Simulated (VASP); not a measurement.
# MoS2 (R3m) in VASP: further runs

The runs below take MoS2 through single point, with PBEsol, PBE0.

All numbers are computed with VASP 6.6.1; they aren't measurements. Logs are shortened: lines on timing, memory, paths and dates and some standing lists are left out, and cuts for length are marked.

## 1. The structure

It takes space group R3m (No. 160, trigonal). Conventional cell: a = 3.160 Å, b = 3.160 Å, c = 18.450 Å, α = 90.00°, β = 90.00°, γ = 120.00°. Mo (site symmetry 3m) is surrounded by 6 S at 2.39 Å. S (site symmetry 3m) is surrounded by 3 Mo at 2.39 Å. S (site symmetry 3m) has 3 Mo at 2.39 Å as nearest neighbours.

Measurements of this composition are mostly on another form, of space group No. 194.

## 2. Single point, PBEsol

The input, INCAR:

```
SYSTEM = MoS2
  PREC = Accurate
  ENCUT = 520
  EDIFF = 1E-6
  ISMEAR = 0
  SIGMA = 0.02
  LREAL = .False.
  LASPH = .True.
  NELM = 100
  ALGO = Normal
  ISIF = 2
  LWAVE = .False.
  LCHARG = .False.
  GGA = PS
  NBANDS = 20
```

The input, KPOINTS:

```
regular mesh
0
Gamma
  10 10 10
  0 0 0
```

The input, POSCAR:

```
MoS2
6.4149
    0.246301579136      0.142202283013      0.958705513726
   -0.246301579136      0.142202283013      0.958705513726
    0.000000000000     -0.284404566026      0.958705513726
Mo S
1 2
Direct
    0.0000000000      0.0000000000      0.0000000000
    0.4170000000      0.4170000000      0.4170000000
    0.2500000000      0.2500000000      0.2500000000
```

Potentials or basis: VASP PAW PBE potentials, release 54 (Mo_sv, S).

Started as:

```sh
cat potpaw_PBE.54/Mo_sv/POTCAR potpaw_PBE.54/S/POTCAR > POTCAR
mpirun -np 1 vasp_std > vasp.out
```

OUTCAR:

```text
SYSTEM = MoS2
   PREC = Accurate
   ENCUT = 520
   EDIFF = 1E-6
   ISMEAR = 0
   LREAL = .False.
   LASPH = .True.
   NELM = 100
   ISIF = 2
   GGA = PS

 ion  position               nearest neighbor table
   1  0.000  0.000  0.000-   3 2.39   3 2.39   3 2.39   2 2.39   2 2.39   2 2.39
   2  0.417  0.417  0.417-   1 2.39   1 2.39   1 2.39
   3  0.250  0.250  0.250-   1 2.39   1 2.39   1 2.39

  LATTYP: Found a trigonal (rhomboedric) cell.
 ALAT       =     6.4149071181
 COS(alpha) =     0.8786713335

  Lattice vectors:

 A1 = (   1.5800000000,   0.9122134253,   6.1500000000)
 A2 = (  -1.5800000000,   0.9122134253,   6.1500000000)
 A3 = (   0.0000000000,  -1.8244268506,   6.1500000000)

Analysis of symmetry for initial positions (statically):
=====================================================================
 Subroutine PRICEL returns:
 Original cell was already a primitive cell.

 Routine SETGRP: Setting up the symmetry group for a
 trigonal (rhombohedral) supercell.

 Subroutine GETGRP returns: Found  6 space group operations
 (whereof  6 operations were pure point group operations)
 out of a pool of 12 trial point group operations.

The static configuration has the point symmetry C_3v.

Analysis of symmetry for dynamics (positions and initial velocities):
=====================================================================
 Subroutine PRICEL returns:
 Original cell was already a primitive cell.

 Routine SETGRP: Setting up the symmetry group for a
 trigonal (rhombohedral) supercell.

 Subroutine GETGRP returns: Found  6 space group operations
 (whereof  6 operations were pure point group operations)
 out of a pool of 12 trial point group operations.

The dynamic configuration has the point symmetry C_3v.

 Subroutine INISYM returns: Found  6 space group operations
 (whereof  6 operations are pure point group operations),
 and found     1 'primitive' translations

----------------------------------------------------------------------------------------

                                     Primitive cell

  volume of cell :      53.1839

  direct lattice vectors                    reciprocal lattice vectors
     1.580000000  0.912213425  6.150000000     0.316455696  0.182705781  0.054200542
[... 84 lines left out ...]
   LSORBIT =      F    spin-orbit coupling
   LASPH  =      T    aspherical Exc in radial PAW
   ENCUT  =  520.0 eV  38.22 Ry    6.18 a.u.  11.93 11.93 11.93*2*pi/ulx,y,z
   NELM   =    100;   NELMIN=  2; NELMDL= -5     # of ELM steps
   EDIFF  = 0.1E-05   stopping-criterion for ELM
   LREAL  =      F    real-space projection
   EDIFFG = 0.1E-04   stopping-criterion for IOM
   NSW    =      0    number of steps for IOM
   IBRION =     -1    ionic relax: 0-MD 1-quasi-New 2-CG
   NFREE  =      0    steps in history (QN), initial steepest desc. (CG)
   ISIF   =      2    stress and relaxation
   ISYM   =      2    0-nonsym 1-usesym 2-fastsym
   POTIM  = 0.5000    time-step for ionic-motion
   TEBEG  =    0.0;   TEEND  =   0.0 temperature during run
   PSTRESS=    0.0 pullay stress
   NELECT =      26.0000    total number of electrons
   NUPDOWN=      -1.0000    fix difference up-down
   EMIN   =  10.00;   EMAX   =-10.00  energy-range for DOS
   EFERMI =   0.00;   METHOD = LEGACY
   ISMEAR =     0;   SIGMA  =   0.02  broadening in eV -4-tet -1-fermi 0-gaus
   EFERMI_NEDOS =   21; number of points for ismear=-14 and -15
   IALGO  =     38    algorithm
   IMIX   =      4    mixing-type and parameters
     AMIX     =   0.40;   BMIX     =  1.00
     AMIX_MAG =   1.60;   BMIX_MAG =  1.00
  volume/ion in A,a.u.               =      17.73       119.63
  Fermi-wavevector in a.u.,A,eV,Ry     =   1.289652  2.437089 22.629252  1.663203
  Thomas-Fermi vector in A             =   2.421532
   LORBIT       =      0    0 simple, 1 ext, 2 COOP (PROOUT), +10 PAW based schemes
   GGA     = PS    functional components
   LHFCALC =     F    Hartree Fock is set to
   AEXX    =    0.0000 exact exchange contribution
   IVDW    =     0    specifies the selected vdW correction
   LEPSILON=     F    determine dielectric tensor
   LRPA    =     F    only Hartree local field effects (RPA)
 non-spin polarized calculation
 Gauss-broadening in eV      SIGMA  =   0.02
  energy-cutoff  :      520.00
  volume of cell :       53.18
 maximum number of plane-waves:      1448
   NGX = 23   NGY = 23   NGZ = 23

 number of electron      25.9999998 magnetization

 Free energy of the ion-electron system (eV)
  ---------------------------------------------------
  ext. energy  EPLUGINS =         0.00000000
  ---------------------------------------------------
  free energy    TOTEN  =       -23.44426319 eV

  energy without entropy =      -23.44426319  energy(sigma->0) =      -23.44426319

 E-fermi :   7.7143     XC(G=0): -11.0041

 val. band max:        7.5817927270   @ k =   0.5000   0.5000   0.5000
 cond. band min:       8.5065774713   @ k =  -0.2000   0.2000   0.0000
 fundamental gap:      0.9247847443
 Fermi energy:         7.7142731718

 k-point     1 :       0.0000    0.0000    0.0000
  band No.  band energies     occupation
      1     -53.8941      2.00000
      2     -28.0980      2.00000
      3     -27.8601      2.00000
      4     -27.8601      2.00000
      5      -7.5419      2.00000
      6      -5.7964      2.00000
[... 541 lines left out ...]
     19      15.1912      0.00000
     20      16.0943      0.00000

 [... further k-points ...]

------------------------ aborting loop because EDIFF is reached ----------------------------------------

  FORCE on cell =-STRESS in cart. coord.  units (eV):
  Direction    XX          YY          ZZ          XY          YZ          ZX
  --------------------------------------------------------------------------------------
  -------------------------------------------------------------------------------------
  Total       -0.2169931     -0.2169931      0.7618780      0.0000000      0.0000000      0.0000000
  in kB       -6.5369712     -6.5369712     22.9517645      0.0000000      0.0000000      0.0000000
  external PRESSURE =       3.2926073 kB  Pullay stress =       0.0000000 kB

 VOLUME and BASIS-vectors are now :
 -----------------------------------------------------------------------------
  energy-cutoff  :      520.00
  volume of cell :       53.18
      direct lattice vectors                 reciprocal lattice vectors
     1.580000000  0.912213425  6.150000000     0.316455696  0.182705781  0.054200542
    -1.580000000  0.912213425  6.150000000    -0.316455696  0.182705781  0.054200542
     0.000000000 -1.824426851  6.150000000     0.000000000 -0.365411563  0.054200542

 POSITION                                       TOTAL-FORCE (eV/Angst)
 -----------------------------------------------------------------------------------
      0.00000      0.00000      0.00000         0.000000      0.000000      0.086101
      0.00000      0.00000      7.69365         0.000000     -0.000000      0.173754
      0.00000      0.00000      4.61250         0.000000      0.000000     -0.259855
 -----------------------------------------------------------------------------------
    total drift:                                0.000000     -0.000000      0.000070

  FREE ENERGIE OF THE ION-ELECTRON SYSTEM (eV)
  ---------------------------------------------------
  free  energy   TOTEN  =       -23.4442631885 eV

  energy  without entropy=      -23.4442631885  energy(sigma->0) =      -23.44426319
```

stdout:

```text
POSCAR found type information on POSCAR MoS
 POSCAR found :  2 types and       3 ions
 scaLAPACK will be used
 -----------------------------------------------------------------------------
|                                                                             |
|                                                                             |
|     You enforced a specific xc type in the INCAR file but a different       |
|     I HOPE YOU KNOW WHAT YOU ARE DOING!                                     |
|                                                                             |
 -----------------------------------------------------------------------------

 LDA part: xc-table for (Slater+PW92), standard interpolation
 POSCAR, INCAR and KPOINTS ok, starting setup
 FFT: planning ... GRIDC
 FFT: planning ... GRID_SOFT
 FFT: planning ... GRID
 WAVECAR not read
 entering main loop
```

It took 3.2 min on 1 thread of Intel Xeon 6975P-C (Granite Rapids), shared host; peak memory 0.38 GiB.

Results:

```
Free energy            : -23.4443 eV
Pressure               : 0.3 GPa
Largest force          : 0.260 eV/Å
Band gap on the k mesh : 0.92 eV, indirect (least direct gap 1.96 eV)
```

Forces on the atoms (eV/Å):
```
Mo   0.000  0.000  0.086
S    0.000  0.000  0.174
S    0.000  0.000 -0.260
```

Caveat: the PAW data sets were made with another functional, which shifts forces and pressure a little.

(Continued in part 2 of 2.)
